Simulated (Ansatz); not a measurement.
input.yaml

```yaml
crystal:
  lattice:
    - [-1.7219104818, 2.5044607827, 1.8153760949]
    - [1.7219104818, -2.5044607827, 1.8153760949]
    - [1.7219104818, 2.5044607827, -1.8153760949]
  atoms:
    - { symbol: P, position: [0.7901918747, 0.0401918747, 0.75] }
    - { symbol: P, position: [0.2098081253, 0.9598081253, 0.25] }
basis:
  ecutwfc: 420
kpoints:
  mp_grid: { grid: [18, 18, 18] }
hamiltonian:
  xc: pbe
  dispersion: d3bj
scf:
  occupations: { method: gaussian, width: 0.1 }
output:
  forces: true
  stress: true
  eigenvalues: true
relax:
  adjacent_minimum: "off"
  f_tol: 0.01
  max_steps: 30
  cell: { stress_tol: 0.1, fix: [volume] }
```

Run as
```bash
ansatz run input.yaml --threads 1 --pin off --max-ram 2560MiB --backend cpu --events-out ev --progress --plain --runs-dir out
```

Theory: Ansatz, DFT PBE+D3(BJ), scalar-relativistic, plane waves, PAW.

From the run's log, abridged:

```
Pseudopotentials: kind: paw
Pseudopotential: P, paw, valence charge 5, recommended cutoff 420 eV (normal)
Functional definition: PBE
Crystal: 2 atoms, lattice volume = 31.315 Å³
Basis set: ecut = 420 eV, 603 PW (Γ), exchange–correlation on 48×48×48 points (8 copies of the dense FFT grid, shifted against one another)
Bands: 9, of which v1, the nominal top of the filled ones, is band 5 counted from 1 (4 counted from 0)
Symmetry: 8 space group operations
Space group: Imma (ITA 74), of the structure as read, at distance tolerance 3.2e-5 Å
k-points: 865 of 5832
Initial density: superposition of atomic densities (neutral atoms: chi_scale 0, normalization atom), corrected by the library's trained network
Initial wavefunctions: pseudopotential atomic-orbital guess
Functional: x = pbe(κ = 0.804, μ = 0.21951497), c = pbe(β = 0.06672455)
SCF iter   1: F=—  HF=-1512.140441 eV  |F-HF|=—  |Δ(HF+E_count)|=         —  Δρ=3.05e-3  dr2=2.52e-3  ethr=1.77e-3  ⟨swp⟩=6.3  Hψ=67260  notcnv=0
SCF iter   2: F=—  HF=-1512.139873 eV  |F-HF|=—  |Δ(HF+E_count)|=   5.68e-4  Δρ=1.82e-3  dr2=9.43e-4  ethr=2.52e-5  ⟨swp⟩=2.0  Hψ=17551  notcnv=0
SCF iter   3: F=—  HF=-1512.139878 eV  |F-HF|=—  |Δ(HF+E_count)|=   5.04e-6  Δρ=4.38e-4  dr2=8.47e-5  ethr=9.43e-6  ⟨swp⟩=2.1  Hψ=12166  notcnv=0
SCF iter   4: F=—  HF=-1512.139851 eV  |F-HF|=—  |Δ(HF+E_count)|=   2.69e-5  Δρ=1.19e-4  dr2=3.76e-6  ethr=8.47e-7  ⟨swp⟩=2.4  Hψ=11382  notcnv=0
SCF iter   5: F=—  HF=-1512.139850 eV  |F-HF|=—  |Δ(HF+E_count)|=   5.47e-7  Δρ=2.97e-5  dr2=3.59e-7  ethr=3.76e-8  ⟨swp⟩=2.1  Hψ=11729  notcnv=0
SCF iter   6: F=-1512.139850 eV  HF=-1512.139850 eV  |F-HF|=2.39e-8  |Δ(HF+E_count)|=   9.95e-8  Δρ=1.01e-5  dr2=3.70e-8  ethr=1.00e-9  ⟨swp⟩=7.3  Hψ=44795  notcnv=0
SCF 1 converged in 6 iterations: F = -1512.139850 eV  dr2 = 3.70e-8
relax step   1: F+E_penalty+E_count = -1512.13985037 eV  Δ(F+E_penalty+E_count) = +0.000e0 eV  max|allowed force component| = 2.414e-1 eV/Å  Δτ_max = 0.0000 Å  P = -4.886 GPa  Ω = 31.315 Å³  fix = [volume]  reactions: volume -4.886 GPa (6 SCF iters, dr2 threshold 1.00e-7 eV, accepted)
Basis set: ecut = 420 eV, 595 PW (Γ), exchange–correlation on 48×48×48 points (8 copies of the dense FFT grid, shifted against one another)
Initial density: handed on by an earlier stage of this run
Initial wavefunctions: those handed on with the density
SCF iter   1: F=—  HF=-1512.143057 eV  |F-HF|=—  |Δ(HF+E_count)|=         —  Δρ=8.59e-4  dr2=1.53e-4  ethr=1.48e-6  ⟨swp⟩=3.0  Hψ=73188  notcnv=0
SCF iter   2: F=—  HF=-1512.143027 eV  |F-HF|=—  |Δ(HF+E_count)|=   2.96e-5  Δρ=3.87e-4  dr2=2.75e-5  ethr=1.48e-6  ⟨swp⟩=1.1  Hψ=7887  notcnv=0
SCF iter   3: F=-1512.143023 eV  HF=-1512.143023 eV  |F-HF|=2.14e-8  |Δ(HF+E_count)|=   4.24e-6  Δρ=2.72e-5  dr2=1.04e-7  ethr=2.75e-7  ⟨swp⟩=1.9  Hψ=10550  notcnv=0
SCF iter   4: F=-1512.143023 eV  HF=-1512.143023 eV  |F-HF|=2.64e-10  |Δ(HF+E_count)|=   2.40e-8  Δρ=1.58e-6  dr2=6.80e-10  ethr=1.04e-9  ⟨swp⟩=1.8  Hψ=11105  notcnv=0
SCF iter   5: F=-1512.143023 eV  HF=-1512.143023 eV  |F-HF|=8.19e-12  |Δ(HF+E_count)|=  5.12e-11  Δρ=4.63e-7  dr2=4.26e-11  ethr=6.80e-12  ⟨swp⟩=2.1  Hψ=12116  notcnv=0
SCF iter   6: F=-1512.143023 eV  HF=-1512.143023 eV  |F-HF|=9.09e-13  |Δ(HF+E_count)|=  1.36e-12  Δρ=1.24e-7  dr2=1.95e-12  ethr=1.00e-12  ⟨swp⟩=2.8  Hψ=37513  notcnv=0
SCF 2 converged in 6 iterations: F = -1512.143023 eV  dr2 = 1.95e-12
relax step   2: F+E_penalty+E_count = -1512.14302278 eV  Δ(F+E_penalty+E_count) = -3.172e-3 eV  max|allowed force component| = 1.507e-1 eV/Å  Δτ_max = 0.0079 Å  P = -4.349 GPa  Ω = 31.315 Å³  fix = [volume]  reactions: volume -4.349 GPa (6 SCF iters, dr2 threshold 2.00e-7 eV, accepted)
Basis set: ecut = 420 eV, 587 PW (Γ), exchange–correlation on 48×48×48 points (8 copies of the dense FFT grid, shifted against one another)
SCF iter   1: F=—  HF=-1512.145099 eV  |F-HF|=—  |Δ(HF+E_count)|=         —  Δρ=1.56e-3  dr2=5.31e-4  ethr=4.47e-6  ⟨swp⟩=2.4  Hψ=73457  notcnv=0
SCF iter   2: F=—  HF=-1512.144979 eV  |F-HF|=—  |Δ(HF+E_count)|=   1.20e-4  Δρ=7.01e-4  dr2=8.82e-5  ethr=4.47e-6  ⟨swp⟩=2.4  Hψ=12385  notcnv=0
SCF iter   3: F=—  HF=-1512.144967 eV  |F-HF|=—  |Δ(HF+E_count)|=   1.22e-5  Δρ=7.01e-5  dr2=1.04e-6  ethr=8.82e-7  ⟨swp⟩=2.1  Hψ=11914  notcnv=0
SCF iter   4: F=-1512.144967 eV  HF=-1512.144967 eV  |F-HF|=3.87e-9  |Δ(HF+E_count)|=   1.79e-8  Δρ=1.43e-5  dr2=3.48e-8  ethr=1.04e-8  ⟨swp⟩=2.4  Hψ=11609  notcnv=0
SCF iter   5: F=-1512.144967 eV  HF=-1512.144967 eV  |F-HF|=1.88e-10  |Δ(HF+E_count)|=   7.96e-9  Δρ=1.34e-6  dr2=2.14e-10  ethr=3.48e-10  ⟨swp⟩=2.4  Hψ=12360  notcnv=0
SCF iter   6: F=-1512.144967 eV  HF=-1512.144967 eV  |F-HF|=6.82e-13  |Δ(HF+E_count)|=  1.91e-10  Δρ=1.12e-7  dr2=2.44e-12  ethr=2.14e-12  ⟨swp⟩=2.8  Hψ=39745  notcnv=0
SCF 3 converged in 6 iterations: F = -1512.144967 eV  dr2 = 2.44e-12
relax step   3: F+E_penalty+E_count = -1512.14496658 eV  Δ(F+E_penalty+E_count) = -1.944e-3 eV  max|allowed force component| = 4.172e-2 eV/Å  Δτ_max = 0.0136 Å  P = -3.237 GPa  Ω = 31.315 Å³  fix = [volume]  reactions: volume -3.237 GPa (6 SCF iters, dr2 threshold 2.00e-7 eV, accepted)
SCF iter   1: F=—  HF=-1512.145216 eV  |F-HF|=—  |Δ(HF+E_count)|=         —  Δρ=3.52e-4  dr2=3.00e-5  ethr=1.75e-7  ⟨swp⟩=3.2  Hψ=71001  notcnv=0
SCF iter   2: F=—  HF=-1512.145208 eV  |F-HF|=—  |Δ(HF+E_count)|=   7.71e-6  Δρ=1.48e-4  dr2=4.04e-6  ethr=1.75e-7  ⟨swp⟩=2.5  Hψ=12304  notcnv=0
SCF iter   3: F=-1512.145207 eV  HF=-1512.145207 eV  |F-HF|=7.48e-9  |Δ(HF+E_count)|=   5.37e-7  Δρ=2.12e-5  dr2=7.83e-8  ethr=4.04e-8  ⟨swp⟩=2.0  Hψ=11955  notcnv=0
SCF iter   4: F=-1512.145207 eV  HF=-1512.145207 eV  |F-HF|=8.75e-10  |Δ(HF+E_count)|=   1.33e-8  Δρ=4.00e-6  dr2=2.70e-9  ethr=7.83e-10  ⟨swp⟩=2.2  Hψ=10689  notcnv=0
SCF iter   5: F=-1512.145207 eV  HF=-1512.145207 eV  |F-HF|=1.25e-11  |Δ(HF+E_count)|=   1.12e-9  Δρ=3.33e-7  dr2=1.43e-11  ethr=2.70e-11  ⟨swp⟩=2.2  Hψ=12157  notcnv=0
SCF iter   6: F=-1512.145207 eV  HF=-1512.145207 eV  |F-HF|=2.27e-13  |Δ(HF+E_count)|=  1.30e-11  Δρ=2.53e-8  dr2=1.24e-13  ethr=1.00e-12  ⟨swp⟩=2.9  Hψ=35611  notcnv=0
SCF 4 converged in 6 iterations: F = -1512.145207 eV  dr2 = 1.24e-13
relax step   4: F+E_penalty+E_count = -1512.14520731 eV  Δ(F+E_penalty+E_count) = -2.407e-4 eV  max|allowed force component| = 2.315e-3 eV/Å  Δτ_max = 0.0023 Å  P = -3.443 GPa  Ω = 31.315 Å³  energy of the carried Pulay correction = -8.240e-19 eV  fix = [volume]  reactions: volume -3.443 GPa (6 SCF iters, dr2 threshold 2.00e-7 eV, accepted)
Initial wavefunctions: pseudopotential atomic-orbital guess (no wavefunctions were taken with the density)
SCF iter   1: F=—  HF=-1512.145214 eV  |F-HF|=—  |Δ(HF+E_count)|=         —  Δρ=9.14e-6  dr2=2.37e-9  ethr=2.43e-7  ⟨swp⟩=3.2  Hψ=91976  notcnv=0
SCF iter   2: F=—  HF=-1512.145214 eV  |F-HF|=—  |Δ(HF+E_count)|=   3.33e-7  Δρ=4.64e-6  dr2=6.12e-10  ethr=2.37e-11  ⟨swp⟩=3.3  Hψ=15149  notcnv=0
SCF iter   3: F=-1512.145214 eV  HF=-1512.145214 eV  |F-HF|=6.82e-12  |Δ(HF+E_count)|=   7.10e-9  Δρ=4.78e-7  dr2=5.57e-11  ethr=6.12e-12  ⟨swp⟩=2.0  Hψ=12285  notcnv=0
SCF iter   4: F=-1512.145214 eV  HF=-1512.145214 eV  |F-HF|=1.36e-12  |Δ(HF+E_count)|=  1.05e-11  Δρ=1.06e-7  dr2=2.94e-12  ethr=1.00e-12  ⟨swp⟩=2.2  Hψ=10973  notcnv=0
SCF iter   5: F=-1512.145214 eV  HF=-1512.145214 eV  |F-HF|=4.55e-13  |Δ(HF+E_count)|=    0.00e0  Δρ=3.84e-8  dr2=3.33e-13  ethr=1.00e-12  ⟨swp⟩=1.1  Hψ=7889  notcnv=0
SCF iter   6: F=-1512.145214 eV  HF=-1512.145214 eV  |F-HF|=4.55e-13  |Δ(HF+E_count)|=  4.55e-13  Δρ=2.36e-9  dr2=6.86e-16  ethr=1.00e-12  ⟨swp⟩=1.1  Hψ=7915  notcnv=0
SCF iter   7: F=-1512.145214 eV  HF=-1512.145214 eV  |F-HF|=0.00e0  |Δ(HF+E_count)|=    0.00e0  Δρ=3.74e-10  dr2=2.99e-17  ethr=1.00e-12  ⟨swp⟩=3.4  Hψ=34550  notcnv=0
SCF 5 converged in 7 iterations: F = -1512.145214 eV  dr2 = 2.99e-17
SCF converged after 7 iterations
Free energy (F): -1512.145214 eV
Harris-Foulkes:  -1512.145214 eV  (|F-HF|=0.00e0)
Internal energy: -1512.143910 eV  (E = F + TS)
E sigma→0 (E₀):  -1512.144562 eV
Entropy (-TS):   -0.001304 eV (-0.652 meV/atom)
Fermi energy:    10.377764 eV
--- Per-component energies (eV) ---
  E_band       = 33.636650
  E_kinetic    = 141.286712
  E_local      = -67.113833  (includes V_loc(G=0)·N_el)
  E_nonlocal   = 67.193149
  E_hartree    = 14.788050
  E_xc         = -123.487273
  E_vxc        = -122.368748  (∫ρ·V_xc dr)
  E_paw        = -1138.505040  (= ΣΔE_a)
  E_vpaw       = -14.936737  (= ΣTr[D̂ρ^β])
  E_aug_tail   = 0.000006  (compensation charges beyond the density's cutoff)
  E_ewald      = -405.402861
  E_disp       = -0.902820  (pairwise vdW)
  E_smearing   = -0.001304  (= −TS)
--- Forces (eV/Å), atoms counted from 1 ---
  atom   1  P      0.00000000     0.00000000     0.00230780
  atom   2  P      0.00000000     0.00000000    -0.00230780
--- Stress (GPa, compression-positive) ---
       -3.462214       0.000000       0.000000
        0.000000      -3.349994       0.000000
        0.000000       0.000000      -3.513167
  P = ⅓ Tr σ = -3.4418 GPa (-34.418 kbar)
--- Band table (eV; the first three rows and the last of 865) ---
  k-point 0: bands = ["-6.0233", "7.4170", "7.5019", "7.6199", "8.1067", "12.3556", "12.9642", "14.5678", "15.3084"]
  k-point 1: bands = ["-5.9716", "6.6745", "7.3984", "7.8267", "8.5117", "12.3668", "13.1011", "14.3333", "15.2749"]
  k-point 2: bands = ["-5.8167", "5.6127", "7.3498", "7.7482", "9.0471", "12.3456", "13.3542", "13.7819", "15.0732"]
  k-point 864: bands = ["-2.4218", "1.8928", "2.5109", "5.0452", "5.1850", "10.6368", "17.0659", "18.4728", "19.3082"]
--- Relaxed structure (4 steps of the walk, 4 accepted, 1 SCFs on fresh bases) ---
  F+E_penalty+E_count = -1512.14521449 eV   max|allowed force component| = 2.308e-3 eV/Å   (the final SCF, on the basis selected at the relaxed cell)
  cell:  # Å, volume = 31.3149 Å³
    - [-1.70877742, 2.50364806, 1.82992225]
    - [1.70877742, -2.50364806, 1.82992225]
    - [1.70877742, 2.50364806, -1.82992225]
  atoms:
    - { symbol: P, position: [0.79548045, 0.04548045, 0.74999999] }
    - { symbol: P, position: [0.20451954, 0.95451954, 0.25000000] }
```

The relaxation met its thresholds.

It took 110 s on 1 thread of Intel(R) Xeon(R) Platinum 8259CL CPU @ 2.50GHz (Skylake/Cascade Lake) (shared host), peak memory 0.63 GiB.